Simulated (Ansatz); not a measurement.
# Rh: how well frozen cores do, part 2 of 2

Does the method matter for Rh? The same cell, functional and mesh are run with full-potential LAPW, frozen-core PAW and all-electron PAW on datasets made for the crystal. The cell is first relaxed from a guess with PAW; it needn't be the stable phase of this composition.

Ansatz 0.2.0; DFT PBE; a cell built from a prototype (fcc type), not taken from measurement. «Crystal datasets» are all-electron PAW datasets made for this crystal. Earlier steps stand in the parts before.

### 3 Full-potential LAPW

Contents of input.yaml:

```yaml
crystal:
  lattice:
    - [0.0, 1.9152881739, 1.9152881739]
    - [1.9152881739, 0.0, 1.9152881739]
    - [1.9152881739, 1.9152881739, 0.0]
  atoms:
    - { symbol: Rh, position: [0.0, 0.0, 0.0] }
kpoints:
  mp_grid: { grid: [16, 16, 16] }
  band_path:
    path:
      - [0.0, 0.0, 0.0]
      - [0.5, 0.0, 0.5]
      - [0.625, 0.25, 0.625]
      - [0.375, 0.375, 0.75]
      - [0.0, 0.0, 0.0]
      - [0.5, 0.5, 0.5]
      - [0.5, 0.25, 0.75]
      - [0.5, 0.0, 0.5]
    npoints: 14
scf:
  occupations: { method: fermi_dirac, width: 0.05 }
hamiltonian:
  xc: pbe
  pseudopotentials: { kind: all_electron, lapw: { basis_error: 0.0005 } }
output:
  forces: true
  stress: true
  eigenvalues: true
  populations: true
  dos: { projected: true, de: 0.2, e_range: [-14, 8] }
```

Started as:

```bash
$ ansatz run input.yaml --threads 1 --pin off --max-ram 2048MiB --backend cpu --events-out ev --progress --plain --runs-dir out
```

The program printed:

```text
Rh: projections on atomic orbitals take those of the free atom 1s2 2s2 2p6 3s2 3p6 3d10 4s2 4p6 4d8 5s1, of charge +0.00 (hamiltonian.pseudopotentials.projection_atoms)
LAPW: plane waves up to 8.759 Å⁻¹, error target 5.0e-4 eV per atom; small_component_spin mean_spin; Rh in spheres of 1.354 Å, 27 of its electrons in bands, Dirac shells []
Engine: ansatz 0.2.0
Pseudopotentials: kind: all_electron
Pseudopotential: Rh, LAPW, valence charge 27, Koelling and Harmon's equation, gaussian nucleus
Functional definition: PBE
  parameter kappa = 0.804
  parameter beta = 0.06672455060314922
  exchange = pbe_x(kappa = kappa, mu = beta*pi^2/3)
  correlation = pbe_c(beta = beta)
Crystal: 1 atoms, lattice volume = 14.052 Å³
Basis set: ecut = 292.33513855319944 eV, 169 PW (Γ), exchange–correlation at level 2
Bands: 18, of which v1, the nominal top of the filled ones, is band 14 counted from 1 (13 counted from 0)
Symmetry: 48 space group operations
Space group: Fm-3m (ITA 225), of the structure as read, at distance tolerance 2.4e-5 Å
k-points: 145 of 4096
Non-local potential: Rh, projectors of the file, none
Initial density: superposition of atomic densities (chi_scale 0.1, normalization cell)
Initial wavefunctions: plane waves of lowest kinetic energy (no species holds an atomic orbital)
Functional: x = pbe(κ = 0.804, μ = 0.2195149727645171), c = pbe(β = 0.06672455060314922)
iter 1 solved again at ethr=3.50e-4 eV; its pass at ethr=1.00e-1 eV (dr2=9.46e-2 eV) is discarded
SCF iter   1: F=—  HF=-130187.774728 eV  |F-HF|=—  |Δ(HF+E_count)|=         —  Δρ=3.65e-2  dr2=9.51e-2  ethr=3.50e-4  ⟨swp⟩=3.0  Hψ=17098  notcnv=0
preconditioner: auto → none  [metal: Δε(μ)=0.019 eV  Ē_g=13.552 eV  σ=0.050 eV  W_gap=0.09  n_scr=8 (ndim 8)  ℏωp=29.7 eV  f_vac=0.000  D(μ)=1.50/eV (n_scr^D=14)  sad-step TF]
iter 2 solved again at ethr=9.69e-6 eV; its pass at ethr=3.50e-4 eV (dr2=2.62e-3 eV) is discarded
SCF iter   2: F=—  HF=-130187.347938 eV  |F-HF|=—  |Δ(HF+E_count)|=   4.27e-1  Δρ=4.76e-3  dr2=2.62e-3  ethr=9.69e-6  ⟨swp⟩=2.0  Hψ=13371  notcnv=0
SCF iter   3: F=—  HF=-130187.304962 eV  |F-HF|=—  |Δ(HF+E_count)|=   4.30e-2  Δρ=6.03e-3  dr2=3.17e-3  ethr=9.69e-6  ⟨swp⟩=2.6  Hψ=7698  notcnv=0
SCF iter   4: F=—  HF=-130187.303352 eV  |F-HF|=—  |Δ(HF+E_count)|=         —  Δρ=8.33e-4  dr2=6.36e-5  ethr=9.69e-6  ⟨swp⟩=2.0  Hψ=7253  notcnv=0
the basis was enlarged: its passes take 648.2 KiB over the memory plan, 1 of 1 planned eigensolver slots
SCF iter   5: F=—  HF=-130187.303360 eV  |F-HF|=—  |Δ(HF+E_count)|=   7.51e-6  Δρ=7.78e-5  dr2=5.16e-7  ethr=2.36e-7  ⟨swp⟩=2.0  Hψ=7254  notcnv=0
SCF iter   6: F=-130187.303360 eV  HF=-130187.303360 eV  |F-HF|=1.31e-10  |Δ(HF+E_count)|=   5.22e-7  Δρ=2.39e-6  dr2=2.93e-10  ethr=1.91e-9  ⟨swp⟩=2.6  Hψ=7382  notcnv=0
SCF 1 converged in 6 iterations: F = -130187.303360 eV  dr2 = 2.93e-10
NSCF: frozen V_eff on 99 k-points
SCF converged after 6 iterations
Free energy (F): -130187.303360 eV
Harris-Foulkes:  -130187.303360 eV  (|F-HF|=1.31e-10)
Internal energy: -130187.290949 eV  (E = F + TS)
E sigma→0 (E₀):  -130187.297155 eV
Entropy (-TS):   -0.012412 eV (-12.412 meV/atom)
Fermi energy:    23.903777 eV
--- Per-component energies (eV) ---
  E_band       = -2787.468873
  E_kinetic    = 135619.675240
  E_xc         = -3780.414118
  E_electrostatic = -262026.552070  (all electrons and nuclei)
  E_smearing   = -0.012412  (= −TS)
  E_closure    = -0.000000  (closes the sum)
  E_atoms      = -130180.026586  (free atoms, spherical and without spin; not in F)
  Σ components = -130187.303360   (vs F -130187.303360, Δ=0.00e0)
  Basis errors (estimates in eV, not in F): energy 1.2e-4 per atom: plane waves 9.8e-5 (5.0e-5 summed), levels above the bands 1.3e-168, relativity 3.4e-8, radial functions 1.8e-5, core shells 2.5e-7; eigenvalues (radial functions only) 5.5e-7; not estimated: angular momenta, meshes, grids; target (lapw.basis_error) 5.0e-4; muffin-tin radii Rh 1.354 Å
--- Forces (eV/Å), atoms counted from 1 ---
  atom   1  Rh     0.00000000     0.00000000     0.00000000
  max |Σ_I F_I| component: 2.79e-31 eV/Å
--- Stress (GPa, compression-positive) ---
       -0.039303       0.000000       0.000000
        0.000000      -0.039303      -0.000000
        0.000000      -0.000000      -0.039303
  P = ⅓ Tr σ = -0.0393 GPa (-0.393 kbar)
--- Band table (eV; the first three rows and the last of 145) ---
  k-point 0: bands = ["-272.9598", "-272.9598", "-272.9598", "-272.9335", "-272.9335", "-54.9047", "-22.3957", "-22.3957", "-22.3957", "16.1117", "20.9367", "20.9367", "20.9367", "22.9533", "22.9533", "39.7172", "44.9469", "44.9469"]
  k-point 1: bands = ["-272.9598", "-272.9598", "-272.9598", "-272.9335", "-272.9335", "-54.9009", "-22.4224", "-22.3993", "-22.3993", "16.2655", "20.8696", "20.9962", "20.9962", "22.9205", "22.9205", "39.9337", "44.1469", "45.1671"]
  k-point 2: bands = ["-272.9598", "-272.9598", "-272.9598", "-272.9335", "-272.9335", "-54.8898", "-22.4980", "-22.4097", "-22.4097", "16.7014", "20.7109", "21.1449", "21.1449", "22.8586", "22.8586", "40.4869", "42.5276", "45.8010"]
  k-point 144: bands = ["-272.9598", "-272.9598", "-272.9598", "-272.9335", "-272.9335", "-54.7682", "-22.8439", "-22.8439", "-22.6531", "19.0567", "20.2311", "20.2311", "22.7529", "24.8683", "33.3714", "33.3714", "34.9428", "36.3506"]
--- Löwdin populations: 1 site ---
  site symbol       q [e]
     0     Rh     44.9069
  spilling = 0.002068 (of n_electrons = 45.000000)
```

Run time: 8.7 s. Hardware: 1 thread of Intel Xeon 6975P-C (Granite Rapids), shared host; peak memory 0.39 GiB.

Read from it: pressure -0.04 GPa; no gap.

Levels at the path's labelled points, in eV from the Fermi level:

```tsv
point	band 10	band 11	band 12	band 13	band 14	band 15	band 16
Γ	-7.79	-2.97	-2.97	-2.97	-0.95	-0.95	15.81
X	-6.11	-5.75	0.53	0.96	0.96	3.24	12.00
U	-5.32	-4.61	-1.99	-0.66	0.37	7.73	8.48
K	-5.32	-4.61	-1.99	-0.66	0.37	7.73	8.48
Γ	-7.79	-2.97	-2.97	-2.97	-0.95	-0.95	15.81
L	-5.93	-3.04	-3.04	0.56	0.56	0.76	8.43
W	-4.85	-3.67	-3.67	-1.15	0.96	9.47	9.47
X	-6.11	-5.75	0.53	0.96	0.96	3.24	12.00
```

States per cell, counted by energy window (eV from the Fermi level, on a grid of 0.20 eV):

```tsv
from	to	total	Rh 4d	Rh 5s
-8	-7	0.02	0.00	0.02
-7	-6	0.10	0.01	0.09
-6	-5	1.21	0.93	0.26
-5	-4	1.50	1.38	0.11
-4	-3	1.37	1.29	0.06
-3	-2	1.89	1.76	0.10
-2	-1	1.47	1.37	0.06
-1	0	1.30	1.24	0.05
0	1	1.61	1.55	0.05
1	2	0.25	0.15	0.08
2	3	0.24	0.09	0.10
3	4	0.25	0.06	0.11
4	5	0.24	0.04	0.10
```

### 4 Frozen-core PAW

input.yaml: that of step 3 with these lines changed.

```diff
@@ -24,3 +24,3 @@
   xc: pbe
-  pseudopotentials: { kind: all_electron, lapw: { basis_error: 0.0005 } }
+  pseudopotentials: { kind: paw }
 output:
@@ -29,3 +29,9 @@
   eigenvalues: true
+  efg: { contact_densities: true }
   populations: true
+  bader: true
   dos: { projected: true, de: 0.2, e_range: [-14, 8] }
+  write_density: true
+  write_potential: true
+  elf: true
+  volumetric_format: npy
```

Started as:

```bash
$ ansatz run input.yaml --threads 1 --pin off --max-ram 2048MiB --backend cpu --events-out ev --progress --plain --runs-dir out
```

The program printed:

```text
Rh: output.efg is read without spin–orbit coupling, which moves field gradients at and beside such atoms by some per cent and up to a factor of two; PAW files take it under magnetization.noncollinear and magnetization.spin_orbit
[... 8 set-up lines as earlier in the session ...]
Crystal: 1 atoms, lattice volume = 14.052 Å³
Basis set: ecut = 420 eV, 283 PW (Γ), exchange–correlation on 40×40×40 points (8 copies of the dense FFT grid, shifted against one another)
Bands: 13, of which v1, the nominal top of the filled ones, is band 9 counted from 1 (8 counted from 0)
[... 2 set-up lines as earlier in the session ...]
k-points: 145 of 4096
[... 6 set-up lines as earlier in the session ...]
SCF iter   1: F=—  HF=-6402.894339 eV  |F-HF|=—  |Δ(HF+E_count)|=         —  Δρ=2.85e-3  dr2=3.56e-4  ethr=1.77e-3  ⟨swp⟩=5.1  Hψ=10495  notcnv=0
preconditioner: auto → none  [metal: Δε(μ)=0.004 eV  Ē_g=13.800 eV  σ=0.050 eV  W_gap=0.02  n_scr=0 (ndim 8)  ℏωp=29.7 eV  f_vac=0.000  D(μ)=1.53/eV (n_scr^D=14)]
SCF iter   2: F=—  HF=-6402.894460 eV  |F-HF|=—  |Δ(HF+E_count)|=   1.21e-4  Δρ=1.45e-3  dr2=6.39e-5  ethr=2.09e-6  ⟨swp⟩=2.8  Hψ=4281  notcnv=0
SCF iter   3: F=—  HF=-6402.894470 eV  |F-HF|=—  |Δ(HF+E_count)|=   1.04e-5  Δρ=7.47e-4  dr2=1.33e-5  ethr=3.76e-7  ⟨swp⟩=2.3  Hψ=2682  notcnv=0
SCF iter   4: F=—  HF=-6402.894482 eV  |F-HF|=—  |Δ(HF+E_count)|=   1.17e-5  Δρ=1.96e-4  dr2=1.09e-6  ethr=7.85e-8  ⟨swp⟩=2.3  Hψ=2868  notcnv=0
iter 5 did not close the SCF: its close was put off for the readings that it lacked (scf_convergence_deferred on its scf_iter line)
SCF iter   5: F=-6402.894483 eV  HF=-6402.894483 eV  |F-HF|=7.99e-9  |Δ(HF+E_count)|=   1.04e-6  Δρ=2.73e-5  dr2=3.69e-8  ethr=6.44e-9  ⟨swp⟩=2.1  Hψ=2673  notcnv=0
SCF iter   6: F=-6402.894483 eV  HF=-6402.894483 eV  |F-HF|=6.91e-11  |Δ(HF+E_count)|=   1.87e-8  Δρ=1.68e-6  dr2=6.96e-11  ethr=2.17e-10  ⟨swp⟩=5.2  Hψ=9931  notcnv=0
SCF 1 converged in 6 iterations: F = -6402.894483 eV  dr2 = 6.96e-11
NSCF: frozen V_eff on 99 k-points
SCF converged after 6 iterations
Free energy (F): -6402.894483 eV
Harris-Foulkes:  -6402.894483 eV  (|F-HF|=6.91e-11)
Internal energy: -6402.882064 eV  (E = F + TS)
E sigma→0 (E₀):  -6402.888274 eV
Entropy (-TS):   -0.012419 eV (-12.419 meV/atom)
Fermi energy:    21.765619 eV
--- Per-component energies (eV) ---
  E_band       = -94.305219
  E_kinetic    = 572.817987
  E_local      = -1590.045409  (includes V_loc(G=0)·N_el)
  E_nonlocal   = 354.557668
  E_hartree    = 558.886772
  E_xc         = -221.761007
  E_vxc        = -278.381486  (∫ρ·V_xc dr)
  E_paw        = -3586.866178  (= ΣΔE_a)
  E_vpaw       = -271.028374  (= ΣTr[D̂ρ^β])
  E_aug_tail   = 0.000886  (compensation charges beyond the density's cutoff)
  E_ewald      = -2490.472781
  E_smearing   = -0.012419  (= −TS)
  E_closure    = -0.000000  (closes the sum)
  Σ components = -6402.894483   (vs F -6402.894483, Δ=0.00e0)
--- Forces (eV/Å), atoms counted from 1 ---
  atom   1  Rh    -0.00000000     0.00000000     0.00000000
  max |Σ_I F_I| component: 1.23e-32 eV/Å
--- Stress (GPa, compression-positive) ---
       -0.004302       0.000000       0.000000
       -0.000000      -0.004302      -0.000000
        0.000000       0.000000      -0.004302
  P = ⅓ Tr σ = -0.0043 GPa (-0.043 kbar)
--- PAW observables at the nuclei: V_zz in 10²¹ V/m², potentials from the cell's mean, atoms counted from 1 ---
  atom   1  Rh V_zz =    +0.000000   η = 0.0000   by run symmetry: forbidden
            electrostatic potential = -7029.065856 V   contact ρ = 789887.989614 e/Å³
--- Band table (eV; the first three rows and the last of 145) ---
  k-point 0: bands = ["-57.0377", "-24.5333", "-24.5333", "-24.5333", "13.9689", "18.7969", "18.7969", "18.7969", "20.8129", "20.8129", "37.5944", "42.8145", "42.8145"]
  k-point 1: bands = ["-57.0338", "-24.5599", "-24.5369", "-24.5369", "14.1230", "18.7303", "18.8566", "18.8566", "20.7803", "20.7803", "37.8094", "42.0088", "43.0345"]
  k-point 2: bands = ["-57.0227", "-24.6356", "-24.5472", "-24.5472", "14.5599", "18.5726", "19.0057", "19.0057", "20.7190", "20.7190", "38.3591", "40.3870", "43.6657"]
  k-point 144: bands = ["-56.9009", "-24.9811", "-24.9811", "-24.7905", "16.9194", "18.0943", "18.0943", "20.6161", "22.7293", "31.2363", "31.2363", "32.7999", "34.2147"]
--- Löwdin populations: 1 site ---
  site symbol       q [e]
     0     Rh     16.8975
  spilling = 0.006029 (of n_electrons = 17.000000)
--- Bader charges: 1 site ---
  site symbol  charge [e]  shift [e]
     0     Rh      0.0000     0.0000
  estimated error of the sums over rays = 6.0e-7 e
```

Run time: 3.9 s. Hardware: 1 thread of Intel Xeon 6975P-C (Granite Rapids), shared host; peak memory 0.42 GiB.

Result: pressure 0.00 GPa; no gap.

The fields are shown in the conventional cell of this run's space group, carried over from its grid by interpolation.

Density in a lattice plane of the grid's cell (edges 3.83 and 3.83 Å, at 0.000 of the third edge), which holds Rh.

Values in e/Å³, 12 rows by 12 columns:
```
11.13  7.93  3.14  0.65  0.28  0.19  0.18  0.19  0.28  0.65  3.14  7.93
 4.58  3.14  1.21  0.44  0.30  0.28  0.29  0.28  0.30  0.44  1.22  3.14
 0.82  0.65  0.44  0.36  0.44  0.65  0.82  0.65  0.44  0.35  0.44  0.65
 0.29  0.28  0.30  0.44  1.21  3.14  4.58  3.14  1.22  0.44  0.30  0.28
 0.18  0.19  0.28  0.65  3.14  7.93 11.13  7.93  3.14  0.65  0.28  0.19
 0.15  0.18  0.29  0.82  4.58 11.13 15.12 11.13  4.58  0.82  0.29  0.18
 0.18  0.19  0.28  0.65  3.14  7.93 11.13  7.93  3.14  0.65  0.28  0.19
 0.29  0.28  0.30  0.44  1.22  3.14  4.58  3.14  1.21  0.44  0.30  0.28
 0.82  0.65  0.44  0.35  0.44  0.65  0.82  0.65  0.44  0.36  0.44  0.65
 4.58  3.14  1.22  0.44  0.30  0.28  0.29  0.28  0.30  0.44  1.21  3.14
11.13  7.93  3.14  0.65  0.28  0.19  0.18  0.19  0.28  0.65  3.14  7.93
15.12 11.13  4.58  0.82  0.29  0.18  0.15  0.18  0.29  0.82  4.58 11.13
```
Columns run along the first of these edges and rows up along the second, over one cell in 12 and 12 even steps from the bottom left corner. Atoms in the plane (fractional): Rh at (0.00, 0.00), Rh at (0.50, 0.50).

ELF in the same plane.

Ten even steps from ' ' (0.18) to '@' (0.77):
```
@@@@@@%%##==::                      ::==##%%@@@@
@@@@%%##++--..                      ..--++##%%@@
%%%%##++--..                          ..--++##%%
**++==::..  ......              ..........::==++
::::....  ......  ....::::::....  ......  ....::
        ......  ..::==++**++==::..........      
              ..--++##%%%%%%##++--..            
            ..--++##%%@@@@@@%%##++--..          
            ::==##%%@@@@@@@@@@%%##==::          
            ::++##@@@@@@@@@@@@@@##++::          
            ::==##%%@@@@@@@@@@%%##==::          
            ..--++##%%@@@@@@%%##++--..          
              ..--++##%%%%%%##++--..            
        ..........::==++**++==::..  ......      
::::....  ......  ....::::::....  ......  ....::
**++==::..........              ......  ..::==++
%%%%##++--..                          ..--++##%%
@@@@%%##++--..                      ..--++##%%@@
@@@@@@%%##==::                      ::==##%%@@@@
@@@@@@@@##++::                      ::++##@@@@@@
```
Columns run along the first of these edges and rows up along the second, over one cell in 24 and 20 even steps from the bottom left corner. Atoms in the plane (fractional): Rh at (0.00, 0.00), Rh at (0.50, 0.50).

Both are smooth fields of the valence electrons: close to the nuclei they are not physical.

### 5 All-electron PAW on datasets made for the crystal

input.yaml: that of step 4 with these lines changed.

```diff
@@ -19,3 +19,3 @@
       - [0.5, 0.0, 0.5]
-    npoints: 14
+    npoints: 8
 scf:
@@ -24,3 +24,3 @@
   xc: pbe
-  pseudopotentials: { kind: paw }
+  pseudopotentials: { kind: all_electron, datasets: crystal }
 output:
@@ -30,8 +30 @@
   efg: { contact_densities: true }
-  populations: true
-  bader: true
-  dos: { projected: true, de: 0.2, e_range: [-14, 8] }
-  write_density: true
-  write_potential: true
-  elf: true
-  volumetric_format: npy
```

Started as:

```bash
$ ansatz run input.yaml --threads 1 --pin off --max-ram 2048MiB --backend cpu --events-out ev --progress --plain --runs-dir out
```

The program printed, shortened:

```text
[...]
Rh: output.efg is read without spin–orbit coupling, which moves field gradients at and beside such atoms by some per cent and up to a factor of two; PAW files take it under magnetization.noncollinear and magnetization.spin_orbit
[...]
[... 1 set-up line as earlier in the session ...]
Pseudopotential: Rh, paw, valence charge 17, recommended cutoff 280 eV (normal), Koelling and Harmon's equation, gaussian nucleus
[... 1 set-up line as earlier in the session ...]
[...]
Crystal: 1 atoms, lattice volume = 14.052 Å³
Basis set: ecut = 280 eV, 169 PW (Γ), exchange–correlation on 30×30×30 points (8 copies of the dense FFT grid, shifted against one another)
Bands: 9, of which v1, the nominal top of the filled ones, is band 5 counted from 1 (4 counted from 0)
[... 2 set-up lines as earlier in the session ...]
k-points: 145 of 4096
[...]
Fermi energy:    23.903785 eV
[...]
  The terms above E_closure are by the made datasets' own strengths, without shells solved beside the bands.
--- Forces (eV/Å), atoms counted from 1 ---
  atom   1  Rh     0.00000000     0.00000000     0.00000000
[...]
--- Stress (GPa, compression-positive) ---
       -0.035655      -0.000000      -0.000000
        0.000000      -0.035655      -0.000000
        0.000000      -0.000000      -0.035655
  P = ⅓ Tr σ = -0.0357 GPa (-0.357 kbar)
  It holds what live shells' own plane waves past their cutoff add
--- PAW observables at the nuclei: V_zz in 10²¹ V/m², potentials from the cell's mean, atoms counted from 1 ---
  atom   1  Rh V_zz =    +0.000000   η = 0.0000   by run symmetry: forbidden
            electrostatic potential = -7029.112957 V   contact ρ = 789917.359254 e/Å³
--- Band table (eV; the first three rows and the last of 145) ---
  k-point 0: bands = ["16.1117", "20.9367", "20.9367", "20.9367", "22.9533", "22.9533", "39.7171"]
[...]
```

It took 5.7 s on 1 thread of Intel Xeon 6975P-C (Granite Rapids), shared host; peak memory 0.44 GiB.

Read from it: pressure -0.04 GPa.

```tsv
atom	contact density (e/Å³)
Rh	789917.4
```

### 6 Comparison

| method | pressure (GPa) | SCF cycles, all passes |
| --- | --- | --- |
| LAPW | -0.04 | 6 |
| PAW | 0.00 | 6 |
| crystal datasets | -0.04 | 8 |

### 7 Outcome

What follows sums up all 2 parts.

| quantity | value |
| --- | --- |
| pressure | LAPW -0.04, PAW 0.00, crystal datasets -0.04 GPa |
| gap (LAPW) | none |

The pressure is within half a GPa of zero, so the volume is close to equilibrium at this level. With 27 electrons in the bands of a cell, and no spin, a band must be partly filled: it is a metal at this level. Within 0.3 eV of the Fermi level the largest projected share is Rh 4d (97 %). The projection holds only the free atom's occupied shells (Rh 5s, Rh 4d in this range). In pressure, PAW differs from LAPW by +0.04 GPa. LAPW took about 2.2 times as long as PAW (8.7 s against 3.9 s, on a shared host and with the outputs that each input asks for). A measured lattice constant a of Rh is 3.803 Å (quoted in “Strong-coupling superconductivity of SrIr2 and SrRh2: Phonon engineering of metallic Ir and Rh”, 2021, arxiv:2108.03692); the calculated 3.831 Å misses it by +0.7 %. That is the cell relaxed with DFT. The calculation is for a static lattice.
